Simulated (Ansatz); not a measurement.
# K: enthalpy against pressure

K, P6_3/mmc, a = 4.658 Å, c = 15.148 Å. This isn't the element's structure at ambient conditions. Ansatz: PBEsol, PAW, 420 eV, Γ-centred 12×12×4 mesh on 4 atoms, Gaussian smearing 0.10 eV; no spin polarisation. Cell and atoms are relaxed at each pressure, and no other structure is tried, so the rows at high pressure may lie past a change of phase. y is the enthalpy over the state at zero pressure; there V0 = 71.151 Å³/atom. The pressures are the targets, met within 0.04 GPa.

| P (GPa) | y (eV/atom) |
| --- | --- |
| 0.0 | 0.0000 |
| 3.0 | 1.0581 |
| 8.0 | 2.3600 |
| 15.0 | ? |
| 30.0 | 6.1277 |
| 60.0 | 9.0748 |

Task: Fit y = c1 P + c2 P² + c3 P³ to the other rows, say what c1 and c2 mean, and predict the missing value.

Result: Least squares on the rows shown. y = 0.34629 P − 0.0062254 P² + 4.9579×10⁻⁵ P³. Since dH/dP = V, c1 is V0: 0.34629 eV/GPa × 160.2 = 55.476 Å³ against 71.151; c2 = −V0/(2B0) gives B0 = 28 GPa, where a Birch–Murnaghan fit to the volumes of the same runs (not shown) gives 4.0 GPa. The volume falls by 82 % over the range, most steeply at the start, which a cubic can't follow: here c1 isn't V0 and c2 doesn't give B0. Above P = −c2/(3 c3) = 42 GPa the cubic's slope, the volume, would rise with pressure, so the form fails there. At P = 15.0 the fit asked for gives 3.9610 eV/atom. The run gave 3.8011 eV/atom, so the fit is 0.1599 eV/atom too high, 1.8 % of the span of the series, against an rms of 0.0414 eV/atom on the fitted rows. With a term in P⁴ added, a fit to the same known rows (none to spare) predicts 3.6354 eV/atom, which misses by about as much or more on the other side: the known rows don't fix the higher terms.

The mesh isn't the same in all rows (12×12×4, 18×18×4).

Cost: 6 runs of about 5.4 core-minutes in all, on Arm Neoverse V2 (shared hosts).